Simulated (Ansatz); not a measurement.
# GaP (F-43m) in Ansatz: relaxation of cell and atoms with PBEsol+D4

Aim: the relaxation of cell and atoms of GaP with PBEsol+D4.

All numbers are computed with Ansatz 0.2.0; they aren't measurements. Logs are shortened: lines on timing, memory, paths and dates and some standing lists are left out, and cuts for length are marked.

### 1 The structure

Symmetry: F-43m, No. 216, cubic system. Conventional cell: a = 5.451 Å, b = 5.451 Å, c = 5.451 Å, α = 90.00°, β = 90.00°, γ = 90.00°. Ga (site symmetry -43m) has 4 P at 2.36 Å as nearest neighbours. Around P (site symmetry -43m) lie 4 Ga at 2.36 Å.

### 2 Relaxation of cell and atoms, PBEsol+D4

File input.yaml:

```yaml
crystal:
  lattice:
    - [0.0, 2.72525, 2.72525]
    - [2.72525, 0.0, 2.72525]
    - [2.72525, 2.72525, 0.0]
  atoms:
    - { symbol: Ga, position: [0.0, 0.0, 0.0] }
    - { symbol: P, position: [0.75, 0.75, 0.75] }
kpoints:
  mp_grid: { grid: [8, 8, 8] }
scf:
  occupations: { method: fermi_dirac, width: 0.05 }
hamiltonian:
  xc: pbesol
  dispersion: d4
  pseudopotentials: { kind: all_electron, lapw: { basis_error: 0.001 } }
output:
  forces: true
  stress: true
relax:
  f_tol: 0.01
  max_steps: 60
  cell: {}
```

Potentials or basis: all-electron LAPW, scalar-relativistic.

Command:

```console
$ ansatz run input.yaml --threads 1 --pin off --max-ram 3072MiB --backend cpu --events-out ev --progress --plain --runs-dir out
```

Output:

```text
Warning: RAYON_NUM_THREADS=1 ignored (pool sized by the plan → 1); use --threads N
The last accepted step is kept in <dir> (removed where the run ends without a failure and the disk answers)
LAPW: plane waves up to 8.902 Å⁻¹, error target 1.0e-3 eV per atom; small_component_spin mean_spin; P in spheres of 1.032 Å, 13 of its electrons in bands, Dirac shells []; Ga in spheres of 1.257 Å, 21 of its electrons in bands, Dirac shells [] (how accurate: hamiltonian.pseudopotentials.lapw.basis_error, Limitations)
Engine: ansatz 0.2.0, aarch64-unknown-linux-gnu
Pseudopotentials: kind: all_electron
Pseudopotential: Ga, LAPW, valence charge 21, lapw/all_electron/scalar/gaussian/Ga, Koelling and Harmon's equation, gaussian nucleus
Pseudopotential: P, LAPW, valence charge 13, lapw/all_electron/scalar/gaussian/P, Koelling and Harmon's equation, gaussian nucleus
Functional definition: PBEsol
  exchange = pbesol_x
  correlation = pbesol_c
Crystal: 2 atoms, lattice volume = 40.481 Å³
Basis set: ecut = 301.90470604437934 eV, 531 PW (Γ), exchange–correlation at level 2
Bands: 21, of which v1, the nominal top of the filled ones, is band 17 counted from 1 (16 counted from 0)
Symmetry: 24 space group operations
Space group: F-43m (ITA 216), of the structure as read, at distance tolerance 3.4e-5 Å
k-points: 29 of 512 (time reversal used)
Non-local potential: Ga, projectors of the file, none
Non-local potential: P, projectors of the file, none
Initial density: superposition of atomic densities (chi_scale 0.1, normalization cell, long waves kept (reshape's long-wave potential 0.00 eV rms))
Initial wavefunctions: plane waves of lowest kinetic energy (no species holds an atomic orbital)
Functional: x = pbesol(κ = 0.804, μ = 0.12345679012345678), c = pbesol(β = 0.046)
iter 1 solved again at ethr=2.28e-3 eV; its pass at ethr=1.00e-1 eV (dr2=7.74e-1 eV) is discarded
SCF iter   1: F=—  HF=-62154.963412 eV  |F-HF|=—  |Δ(HF+E_count)|=         —  Δρ=3.82e-2  dr2=7.75e-1  ethr=2.28e-3  ⟨swp⟩=2.0  Hψ=4099  notcnv=0
preconditioner: auto → none  [insulator: Δε(μ)=1.963 eV  Ē_g=14.962 eV  σ=0.050 eV  W_gap=1.00  n_scr=14 (ndim 8)  ℏωp=24.8 eV  f_vac=0.017  D(μ)=0.00/eV (n_scr^D=0)  ε∞_Penn≈3.7]
iter 2 solved again at ethr=2.21e-4 eV; its pass at ethr=2.28e-3 eV (dr2=7.50e-2 eV) is discarded
SCF iter   2: F=—  HF=-62154.716120 eV  |F-HF|=—  |Δ(HF+E_count)|=   2.47e-1  Δρ=1.51e-2  dr2=7.50e-2  ethr=2.21e-4  ⟨swp⟩=2.0  Hψ=3141  notcnv=0
SCF iter   3: F=—  HF=-62154.687934 eV  |F-HF|=—  |Δ(HF+E_count)|=   2.82e-2  Δρ=6.90e-3  dr2=1.40e-2  ethr=2.20e-4  ⟨swp⟩=2.0  Hψ=1767  notcnv=0
SCF iter   4: F=—  HF=-62154.682614 eV  |F-HF|=—  |Δ(HF+E_count)|=         —  Δρ=2.25e-3  dr2=1.91e-3  ethr=4.12e-5  ⟨swp⟩=2.0  Hψ=1651  notcnv=0
the basis was enlarged: its passes take 194.2 KiB over the memory plan, 1 of 1 planned eigensolver slots
SCF iter   5: F=—  HF=-62154.681773 eV  |F-HF|=—  |Δ(HF+E_count)|=   8.41e-4  Δρ=3.46e-4  dr2=3.44e-5  ethr=5.62e-6  ⟨swp⟩=2.0  Hψ=1652  notcnv=0
SCF iter   6: F=—  HF=-62154.681784 eV  |F-HF|=—  |Δ(HF+E_count)|=   1.09e-5  Δρ=4.33e-5  dr2=4.89e-7  ethr=1.01e-7  ⟨swp⟩=3.0  Hψ=1739  notcnv=0
SCF iter   7: F=-62154.681785 eV  HF=-62154.681785 eV  |F-HF|=1.92e-9  |Δ(HF+E_count)|=   6.27e-7  Δρ=3.23e-6  dr2=6.45e-9  ethr=1.44e-9  ⟨swp⟩=3.0  Hψ=1746  notcnv=0
SCF 1 converged in 7 iterations: F = -62154.681785 eV  dr2 = 6.45e-9
relax step   1: F+E_penalty+E_count = -62154.68178450 eV  Δ(F+E_penalty+E_count) = +0.000e0 eV  max|allowed force component| = 2.718e-17 eV/Å  Δτ_max = 0.0000 Å  P = -2.310 GPa  Ω = 40.481 Å³  (7 SCF iters, accepted)
Crystal: 2 atoms, lattice volume = 39.706 Å³
Basis set: ecut = 305.8196761378475 eV, 531 PW (Γ), exchange–correlation at level 2
Initial density: handed on by an earlier stage of this run
Initial wavefunctions: those handed on with the density
iter 1 solved again at ethr=2.41e-7 eV; its pass at ethr=1.00e-1 eV (dr2=8.19e-5 eV) is discarded
SCF iter   1: F=—  HF=-62154.689177 eV  |F-HF|=—  |Δ(HF+E_count)|=         —  Δρ=3.22e-4  dr2=8.42e-5  ethr=2.41e-7  ⟨swp⟩=3.8  Hψ=3205  notcnv=0
preconditioner: auto → none  [insulator: Δε(μ)=1.478 eV  Ē_g=15.528 eV  σ=0.050 eV  W_gap=1.00  n_scr=14 (ndim 8)  ℏωp=25.0 eV  f_vac=0.108  D(μ)=0.00/eV (n_scr^D=0)  ε∞_Penn≈3.6]
SCF iter   2: F=—  HF=-62154.689157 eV  |F-HF|=—  |Δ(HF+E_count)|=   1.95e-5  Δρ=1.36e-4  dr2=1.44e-5  ethr=2.41e-7  ⟨swp⟩=2.0  Hψ=1650  notcnv=0
iter 3 solved again at ethr=3.29e-9 eV; its pass at ethr=4.24e-8 eV (dr2=1.12e-6 eV) is discarded
SCF iter   3: F=—  HF=-62154.689158 eV  |F-HF|=—  |Δ(HF+E_count)|=   9.52e-7  Δρ=4.42e-5  dr2=1.12e-6  ethr=3.29e-9  ⟨swp⟩=2.0  Hψ=2897  notcnv=0
SCF iter   4: F=—  HF=-62154.689158 eV  |F-HF|=—  |Δ(HF+E_count)|=   7.88e-7  Δρ=1.68e-5  dr2=9.53e-8  ethr=3.29e-9  ⟨swp⟩=3.0  Hψ=1746  notcnv=0
SCF iter   5: F=-62154.689158 eV  HF=-62154.689158 eV  |F-HF|=1.43e-8  |Δ(HF+E_count)|=   7.04e-8  Δρ=6.72e-6  dr2=1.22e-8  ethr=2.80e-10  ⟨swp⟩=3.0  Hψ=1704  notcnv=0
SCF 2 converged in 5 iterations: F = -62154.689158 eV  dr2 = 1.22e-8
relax step   2: F+E_penalty+E_count = -62154.68915768 eV  Δ(F+E_penalty+E_count) = -7.373e-3 eV  max|allowed force component| = 1.735e-17 eV/Å  Δτ_max = 0.0000 Å  P = -0.711 GPa  Ω = 39.706 Å³  (5 SCF iters, accepted)
Crystal: 2 atoms, lattice volume = 39.371 Å³
Basis set: ecut = 307.5508735000105 eV, 531 PW (Γ), exchange–correlation at level 2
iter 1 solved again at ethr=4.15e-8 eV; its pass at ethr=1.00e-1 eV (dr2=1.41e-5 eV) is discarded
SCF iter   1: F=—  HF=-62154.689873 eV  |F-HF|=—  |Δ(HF+E_count)|=         —  Δρ=1.42e-4  dr2=1.62e-5  ethr=4.15e-8  ⟨swp⟩=4.2  Hψ=3341  notcnv=0
preconditioner: auto → none  [insulator: Δε(μ)=1.458 eV  Ē_g=15.566 eV  σ=0.050 eV  W_gap=1.00  n_scr=14 (ndim 8)  ℏωp=25.1 eV  f_vac=0.105  D(μ)=0.00/eV (n_scr^D=0)  ε∞_Penn≈3.6]
SCF iter   2: F=—  HF=-62154.689869 eV  |F-HF|=—  |Δ(HF+E_count)|=   3.27e-6  Δρ=6.21e-5  dr2=2.90e-6  ethr=4.15e-8  ⟨swp⟩=2.3  Hψ=1661  notcnv=0
iter 3 solved again at ethr=7.21e-10 eV; its pass at ethr=8.53e-9 eV (dr2=2.45e-7 eV) is discarded
SCF iter   3: F=—  HF=-62154.689870 eV  |F-HF|=—  |Δ(HF+E_count)|=   2.58e-7  Δρ=2.11e-5  dr2=2.45e-7  ethr=7.21e-10  ⟨swp⟩=2.0  Hψ=2897  notcnv=0
SCF iter   4: F=-62154.689870 eV  HF=-62154.689870 eV  |F-HF|=1.78e-9  |Δ(HF+E_count)|=   8.90e-8  Δρ=7.48e-6  dr2=1.88e-8  ethr=7.21e-10  ⟨swp⟩=3.0  Hψ=1743  notcnv=0
SCF 3 converged in 4 iterations: F = -62154.689870 eV  dr2 = 1.88e-8
relax step   3: F+E_penalty+E_count = -62154.68986966 eV  Δ(F+E_penalty+E_count) = -7.120e-4 eV  max|allowed force component| = 1.446e-17 eV/Å  Δτ_max = 0.0000 Å  P = +0.035 GPa  Ω = 39.371 Å³  (4 SCF iters, accepted)
iter 1 solved again at ethr=5.51e-11 eV; its pass at ethr=1.00e-1 eV (dr2=1.87e-8 eV) is discarded
SCF iter   1: F=—  HF=-62154.689870 eV  |F-HF|=—  |Δ(HF+E_count)|=         —  Δρ=7.48e-6  dr2=1.88e-8  ethr=5.51e-11  ⟨swp⟩=4.4  Hψ=2998  notcnv=0
preconditioner: auto → none  [insulator: Δε(μ)=1.457 eV  Ē_g=15.566 eV  σ=0.050 eV  W_gap=1.00  n_scr=14 (ndim 8)  ℏωp=25.1 eV  f_vac=0.108  D(μ)=0.00/eV (n_scr^D=0)  ε∞_Penn≈3.6]
SCF iter   2: F=-62154.689870 eV  HF=-62154.689870 eV  |F-HF|=8.29e-10  |Δ(HF+E_count)|=   1.27e-8  Δρ=4.04e-6  dr2=5.11e-9  ethr=5.51e-11  ⟨swp⟩=2.6  Hψ=1670  notcnv=0
SCF 4 converged in 2 iterations: F = -62154.689870 eV  dr2 = 5.11e-9
relax step   4: F+E_penalty+E_count = -62154.68986984 eV  Δ(F+E_penalty+E_count) = -1.853e-7 eV  max|allowed force component| = 7.517e-18 eV/Å  Δτ_max = 0.0000 Å  P = +0.035 GPa  Ω = 39.371 Å³  stress off target by 3.48e-2 GPa  SCF on the basis re-selected at this cell (its energy is not comparable with the rows above)  (2 SCF iters)
basis re-selected at this cell: Δ(F+E_penalty+E_count) = -1.853e-7 eV, ΔP = -0.000 GPa vs the last step (what re-selecting the basis moved, after the strain that the cell walked since its last selection, with what the two solves' SCF thresholds leave and, on support functions, any second-order correction that the steps lacked; it is no measure of the basis error at this ecutwfc). This SCF's stress stands 3.48e-2 GPa from its target on what of the cell is left free (relax.cell.stress_tol is 5.00e-2 GPa) and its largest allowed force component is 7.52e-18 eV/Å (relax.f_tol is 1.00e-2 eV/Å): within both
SCF converged after 2 iterations
Free energy (F): -62154.689870 eV
Harris-Foulkes:  -62154.689870 eV  (|F-HF|=8.29e-10)
Internal energy: -62154.689870 eV  (E = F + TS)
E sigma→0 (E₀):  -62154.689870 eV
Entropy (-TS):   -0.000000 eV (-0.000 meV/atom)
Fermi energy:    9.546742 eV
--- Per-component energies (eV) ---
  E_band       = -1780.008473
  E_kinetic    = 63220.470446
  E_xc         = -2635.296358
  E_electrostatic = -122739.377305  (all electrons and nuclei)
  E_disp       = -0.486652  (pairwise vdW)
  E_smearing   = -0.000000  (= −TS)
  E_closure    = 0.000000  (closes the sum)
  E_atoms      = -62144.310062  (free atoms, spherical and without spin; not in F)
  Σ components = -62154.689870   (vs F -62154.689870, Δ=0.00e0)
  Basis errors (estimates in eV, not in F): energy 4.7e-4 per atom: plane waves 4.2e-4 (2.5e-4 summed), levels above the bands 6.6e-30, relativity 1.3e-8, radial functions 4.8e-5, core shells 2.2e-11; eigenvalues (radial functions only) 4.7e-7; not estimated: angular momenta, meshes, grids; target (lapw.basis_error) 1.0e-3; muffin-tin radii P 1.023 Å, Ga 1.246 Å
--- Forces (eV/Å), atoms counted from 1 ---
  atom   1  Ga     0.00000000    -0.00000000    -0.00000000
  atom   2  P     -0.00000000     0.00000000     0.00000000
  max |Σ_I F_I| component: 5.78e-18 eV/Å
--- Stress (GPa, compression-positive) ---
        0.034846      -0.000000      -0.000000
       -0.000000       0.034846       0.000000
       -0.000000       0.000000       0.034846
  P = ⅓ Tr σ = 0.0348 GPa (0.348 kbar)
--- Relaxed structure (3 steps of the walk, 3 accepted, 1 SCFs on fresh bases) ---
  F+E_penalty+E_count = -62154.68986984 eV   max|allowed force component| = 7.517e-18 eV/Å   (the final SCF, on the basis selected at the relaxed cell)
  cell:  # Å, volume = 39.3712 Å³
    - [-2.5476860164477963e-34, 2.7001183933761808, 2.7001183933761808]
    - [2.7001183933761808, 3.324730251464372e-33, 2.7001183933761808]
    - [2.7001183933761808, 2.7001183933761808, 2.1527946838983862e-33]
  atoms:
    - { symbol: Ga, position: [3.975178767884854e-35, -3.386263394864876e-35, 3.091805708354887e-35] }
    - { symbol: P, position: [0.7499999999999999, 0.7499999999999999, 0.7499999999999999] }
```

Wall time 22 s (1 thread of Arm Neoverse V2, shared host); peak memory 0.28 GiB.

Results:

```
Free energy                            : -62154.6899 eV
Relaxed volume                         : 19.69 Å³/atom
Relaxed cell                           : a = 3.819 Å, b = 3.819 Å, c = 3.819 Å, α = 60.00°, β = 60.00°, γ = 60.00°
Space group after relaxing (to 0.05 Å) : F-43m (No. 216)
Energy gained by relaxing              : 4.0 meV/atom
Ionic steps                            : 4
Pressure after relaxing                : 0.0 GPa
Band gap on the k mesh                 : 1.46 eV
```

Step by step:
```tsv
step	energy change (eV)	largest force (eV/Å)	volume (Å³)
1	0.0000	0.0000	40.48
2	-0.0074	0.0000	39.71
3	-0.0081	0.0000	39.37
4	-0.0081	0.0000	39.37
```

Final structure:
```cif
data_structure
_symmetry_space_group_name_H-M 'P 1'
_symmetry_Int_Tables_number 1
_cell_length_a 3.8185
_cell_length_b 3.8185
_cell_length_c 3.8185
_cell_angle_alpha 60.000
_cell_angle_beta 60.000
_cell_angle_gamma 60.000
_cell_volume 39.37
loop_
_atom_site_label
_atom_site_type_symbol
_atom_site_fract_x
_atom_site_fract_y
_atom_site_fract_z
_atom_site_occupancy
Ga1 Ga 0.00000 0.00000 0.00000 1
P1 P 0.75000 0.75000 0.75000 1
```
